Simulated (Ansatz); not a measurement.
Born–Oppenheimer molecular dynamics of a 25-atom Al2O3 cell at 10.95 Å³/atom, computed with Ansatz: Langevin thermostat at 2600 K, 180 steps of 2.0 fs, friction 0.03 1/fs. The run is short and the cell small, so it isn't an equilibrium average.

```yaml
crystal:
  lattice:
    - [6.176618, 0.040383, 0.195782]
    - [0.040383, 6.539663, -0.364567]
    - [0.195782, -0.364567, 6.804297]
  atoms:
    - { symbol: Al, position: [0.4335412686, 0.143183704, 0.1770386746] }
    - { symbol: Al, position: [0.3718114237, 0.9439524937, 0.4425308313] }
    - { symbol: Al, position: [0.8956935354, 0.9001958926, 0.3008707197] }
    - { symbol: Al, position: [0.1037005936, 0.8680348617, 0.892572326] }
    - { symbol: Al, position: [0.5046188865, 0.6598679901, 0.6454124514] }
    - { symbol: Al, position: [0.8304466227, 0.3874179874, 0.1575122922] }
    - { symbol: Al, position: [0.2533628704, 0.3072440857, 0.7903879084] }
    - { symbol: Al, position: [0.4048241046, 0.6626636713, 0.1120441453] }
    - { symbol: Al, position: [0.7949858312, 0.211274049, 0.6860295683] }
    - { symbol: Al, position: [0.0541902266, 0.5206652823, 0.5747616951] }
    - { symbol: O, position: [0.3916749019, 0.6315165354, 0.4170806696] }
    - { symbol: O, position: [0.2837178911, 0.6353445217, 0.8185820241] }
    - { symbol: O, position: [0.6142686822, 0.8557937779, 0.200899098] }
    - { symbol: O, position: [0.590211558, 0.9796113944, 0.5934487544] }
    - { symbol: O, position: [0.3863535109, 0.1256021078, 0.9262371838] }
    - { symbol: O, position: [0.3060659015, 0.2315045747, 0.4503275851] }
    - { symbol: O, position: [0.0090484236, 0.586763355, 0.128914663] }
    - { symbol: O, position: [0.5845212797, 0.4015776096, 0.6865446164] }
    - { symbol: O, position: [0.5488722339, 0.4082830479, 0.1386822634] }
    - { symbol: O, position: [0.1182004704, 0.0239336997, 0.6527454195] }
    - { symbol: O, position: [0.8343786085, 0.2025835014, 0.4047659393] }
    - { symbol: O, position: [0.9281019686, 0.6904533201, 0.4079464787] }
    - { symbol: O, position: [0.2350199369, 0.8988718012, 0.1761989042] }
    - { symbol: O, position: [0.8554236537, 0.6575917626, 0.7513195256] }
    - { symbol: O, position: [0.9734490779, 0.3156237754, 0.8858311818] }
  symmetry: { detect: false }
basis:
  ecutwfc: 420
kpoints:
  mp_grid: { grid: [1, 1, 1], shift: [0.0, 0.0, 0.0] }
hamiltonian:
  xc: pbe
scf:
  occupations: { method: fermi_dirac, width: 0.2241 }
  lower_state_search: "off"
  convergence: { dr2_threshold: 1.0e-06 }
output:
  forces: true
  stress: true
md:
  timestep: 2.0
  n_steps: 180
  ensemble: nvt_langevin
  friction: 0.03
  temperature: 2600.0
  initial_velocities: maxwell_boltzmann
  seed: 96408
```

```bash
ansatz run input.yaml --threads 2 --pin off --max-ram 5120MiB --backend cpu --events-out ev --progress --plain --runs-dir out
```

Computed with DFT PBE, scalar-relativistic, plane waves, PAW (Ansatz 0.2.0).

4 frames, positions in Å (not wrapped into the cell) and forces in eV/Å:

```xyz
25
Lattice="6.177 0.040 0.196 0.040 6.540 -0.365 0.196 -0.365 6.804" Properties=species:S:1:pos:R:3:forces:R:3 pbc="T T T" time_fs=0.0 temperature_K=2496 free_energy_over_first_frame_eV=0.000
Al    2.718    0.889    1.237   -0.050    1.930   -0.910
Al    2.421    6.027    2.740   -1.200   -0.130    2.330
Al    5.628    5.813    1.894   -1.950    3.240   -1.070
Al    0.850    5.355    5.777   -0.450    0.690   -1.930
Al    3.270    4.100    4.250    4.720   -0.540   -0.180
Al    5.176    2.510    1.093    0.210   -0.730    0.050
Al    1.732    1.731    5.316    2.670   -3.290   -0.610
Al    2.549    4.309    0.600    0.970   -1.330    2.480
Al    5.053    1.164    4.747   -1.700   -1.490   -1.490
Al    0.468    3.198    3.732   -0.760    2.280   -2.340
O     2.526    3.994    2.684   -2.400    2.450    0.550
O     1.938    3.868    5.394   -0.240    0.690    2.050
O     3.868    5.548    1.175    0.450    1.780   -0.470
O     3.801    6.214    3.796    1.250   -2.150    1.230
O     2.573    0.499    6.332   -1.440   -0.220    0.230
O     1.988    1.362    3.040    0.550   -0.630   -2.520
O     0.105    3.791    0.665    0.850    1.410   -0.150
O     3.761    2.399    4.639   -1.310   -0.070    0.940
O     3.434    2.642    0.902    0.500    0.040   -0.570
O     0.859   -0.077    4.456   -0.720   -1.700    1.460
O     5.241    1.211    2.844    1.520    0.110   -2.690
O     5.840    4.404    2.706    0.810   -3.590    2.770
O     1.522    5.824    0.917   -2.120    0.820    0.230
O     5.457    4.061    5.040    1.200    1.940    0.170
O     6.199    1.780    6.103   -1.390   -1.500    0.450
25
Lattice="6.177 0.040 0.196 0.040 6.540 -0.365 0.196 -0.365 6.804" Properties=species:S:1:pos:R:3:forces:R:3 pbc="T T T" time_fs=120.0 temperature_K=2947 free_energy_over_first_frame_eV=-6.391
Al    2.493    1.339    1.018   -0.180   -1.390   -0.690
Al    2.497    6.047    2.830    1.460   -1.460   -1.730
Al    5.450    5.824    1.878   -0.820   -4.120   -1.540
Al    0.696    5.648    5.816    1.600    0.470    3.020
Al    4.010    4.062    4.842   -0.300    3.120    0.110
Al    5.355    2.311    1.073    0.040    0.510    0.430
Al    1.120    1.264    4.962    1.900    2.190   -0.480
Al    2.178    4.009    0.951   -1.490    1.230   -1.030
Al    4.783    0.793    4.557   -2.820    1.340    0.790
Al    0.695    4.459    3.874   -2.070   -5.600   -1.060
O     1.955    4.239    2.754    1.270    1.140   -1.250
O     1.887    3.982    5.421    0.260    0.780   -1.560
O     3.487    6.033    1.232   -2.140   -1.300   -0.180
O     3.827    5.827    3.935    2.390   -0.780    0.840
O     2.239    0.343    5.787    0.240   -1.530    4.090
O     2.214    1.171    3.289   -2.240    2.280   -0.910
O     0.998    2.340    0.505    1.060    2.120    2.490
O     4.052    2.438    4.681    1.460   -3.160   -0.780
O     3.563    2.882    0.723    0.180   -1.300    1.000
O     0.449   -0.398    4.324   -0.970    1.650   -1.490
O     5.067    0.892    2.165    1.590    4.440    1.580
O     5.376    4.135    2.693    1.640    0.500    0.290
O     0.937    5.625    0.692   -1.210    0.070    2.020
O     5.486    4.598    5.921   -1.070   -0.220   -2.250
O     5.692    1.072    6.206    0.220   -0.950   -1.730
25
Lattice="6.177 0.040 0.196 0.040 6.540 -0.365 0.196 -0.365 6.804" Properties=species:S:1:pos:R:3:forces:R:3 pbc="T T T" time_fs=240.0 temperature_K=2908 free_energy_over_first_frame_eV=-6.005
Al    2.341    1.162    0.866    0.570    2.180   -0.700
Al    1.824    5.798    2.470    2.250   -2.010   -1.690
Al    5.228    5.691    2.338   -0.360   -0.690   -1.820
Al    0.471    5.607    5.880    0.690    2.450    2.290
Al    3.869    4.249    4.627   -1.500   -3.870    2.360
Al    5.126    2.447    1.706   -0.040   -1.070   -3.880
Al    0.881    0.962    4.580    1.560    0.030    0.800
Al    2.103    4.019    0.566    0.970   -1.360    1.060
Al    3.988    0.783    4.673   -1.500    4.280    2.500
Al    0.698    3.947    4.137    0.420   -1.360   -2.470
O     2.199    4.085    2.934   -1.090    0.070    1.010
O     2.289    4.339    5.664   -1.410   -0.560   -1.320
O     3.260    5.497    1.076   -0.090    2.240    1.560
O     4.213    5.663    3.939    0.450    4.160   -4.130
O     2.310    0.628    5.674    1.330   -0.790    1.550
O     2.129    0.939    3.261    0.040    0.260   -1.530
O     1.015    2.400    0.672    0.000    1.240    0.460
O     4.226    2.611    4.649   -0.330   -4.510   -0.330
O     3.547    2.682    0.983   -0.940   -1.300   -0.730
O     0.474   -0.857    4.132    1.020    2.350   -2.600
O     5.436    0.859    1.997   -1.240   -4.190    3.040
O     5.574    3.572    2.751    1.530    5.760    3.050
O     0.741    5.527    0.830   -0.450   -0.380    1.340
O     5.601    4.451    5.566   -0.580   -2.360    0.260
O     5.800    0.783    5.937   -1.300   -0.560   -0.100
25
Lattice="6.177 0.040 0.196 0.040 6.540 -0.365 0.196 -0.365 6.804" Properties=species:S:1:pos:R:3:forces:R:3 pbc="T T T" time_fs=360.0 temperature_K=2207 free_energy_over_first_frame_eV=-7.561
Al    2.164    1.214    1.045   -1.290   -0.950   -0.040
Al    2.134    5.543    2.586   -0.670   -0.040   -1.250
Al    5.067    5.425    2.301    0.650    3.230    1.520
Al   -0.352    5.449    6.467    0.880    0.920   -1.880
Al    3.781    3.491    4.158   -0.250    1.870   -0.570
Al    5.128    2.414    1.257    6.490   -1.950    2.590
Al    0.839    0.681    4.612   -0.710   -1.600   -0.480
Al    2.289    3.919    0.284   -3.300    1.180    0.250
Al    3.636    0.562    5.185    2.700   -0.780   -1.590
Al    0.687    3.666    4.140   -1.730    2.190    1.110
O     1.827    3.759    2.914    4.450   -0.620   -2.200
O     2.098    3.462    5.292    1.990   -0.850    0.290
O     3.030    5.810    0.927    0.840   -1.670    0.400
O     3.666    5.569    3.779   -0.380    0.050   -1.240
O     2.044    0.019    5.999    1.650    2.520   -1.070
O     1.894    0.901    2.764   -0.970   -1.160    3.480
O     0.820    2.327    0.713    0.290    0.660   -0.460
O     4.329    1.856    4.129   -1.100   -1.060    1.260
O     3.654    2.813    0.760   -5.890   -1.220   -3.130
O     0.271   -1.160    3.552    2.100    3.360    1.970
O     5.469    0.484    1.776   -2.050   -0.670   -1.490
O     4.943    3.768    2.507   -0.560   -3.030    0.490
O     0.679    4.900    0.532   -0.750    0.140   -0.120
O     5.379    4.111    5.340   -0.300    0.080    0.600
O     5.595    0.419    5.796   -2.090   -0.630    1.560
```

Over the second half the temperature averages 2465 K and the pressure (kinetic part included, positive in compression) 2.5 GPa. Mean square displacements at the end: Al 0.78 Å², O 0.67 Å² (from the start of this run, the atoms' common shift taken off).

One k point is coarse for so small a cell, so forces and above all the pressure are rough.

The run took 3.5 min on 2 threads of AMD EPYC 7R43 64-Core Processor (Zen 3) (shared host), peak memory 0.45 GiB.